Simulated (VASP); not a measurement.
Set up this calculation in VASP 6.6.1, as an ASE script.

```
Task                   : single point
Functional             : RPBE
Potentials or basis    : VASP PAW PBE potentials, release 64 (I)
Cutoff                 : 520 eV
k mesh                 : 9 × 9 × 9
Occupations            : gaussian, width 0.02 eV
Spin                   : no spin polarisation
Further INCAR settings : ALGO = Normal; EDIFF = 1.00e-06; NBANDS = 10
```

The structure of I lies in POSCAR:

```
I
1.0
    0.0000000000      2.3656004428      3.9098401324
    2.1922454667      0.0000000000      3.9098401324
    2.1922454667      2.3656004428      0.0000000000
I
1
Direct
    0.0000000000      0.0000000000      0.0000000000
```

These files were run (other wordings do the same):

run.py

```python
from ase.calculators.vasp import Vasp
from ase.dft.bandgap import bandgap
from ase.io import read

atoms = read('POSCAR')
calc = Vasp(
    directory='calc',
    xc='rpbe',
    pp='PBE',
    setups='recommended',
    prec='Accurate',
    encut=520,
    ediff=1e-06,
    ismear=0,
    sigma=0.02,
    lreal=False,
    lasph=True,
    nelm=60,
    algo='Normal',
    isif=2,
    lwave=False,
    lcharg=False,
    kpts=[9, 9, 9],
    gamma=True,
    nbands=10,
)
atoms.calc = calc

print('energy (eV):', atoms.get_potential_energy())
print('free energy (eV):', atoms.get_potential_energy(force_consistent=True))
print('forces (eV/A):')
print(atoms.get_forces())
print('stress (eV/A^3, Voigt):', atoms.get_stress())
print('Fermi level (eV):', calc.get_fermi_level())
gap, top, bottom = bandgap(calc)
print('band gap (eV):', gap, 'from (spin, k, band)', top, 'to', bottom)
```

Potentials or basis: VASP PAW PBE potentials, release 64 (I).

The run is started by

```console
$ python run.py
```

Results of the run:

The pressure is 1.8 GPa and the band gap on the k mesh is none (metal or under the smearing width).

Caveat: the PAW data sets were made with another functional, which shifts forces and pressure a little; an odd number of electrons without spin polarisation forces a metal; a magnetic or distorted state may lie lower.

Wall time 60 s on 1 thread of Intel(R) Xeon(R) Platinum 8259CL CPU @ 2.50GHz (Skylake/Cascade Lake), on a shared host, peak memory 0.2 GiB.
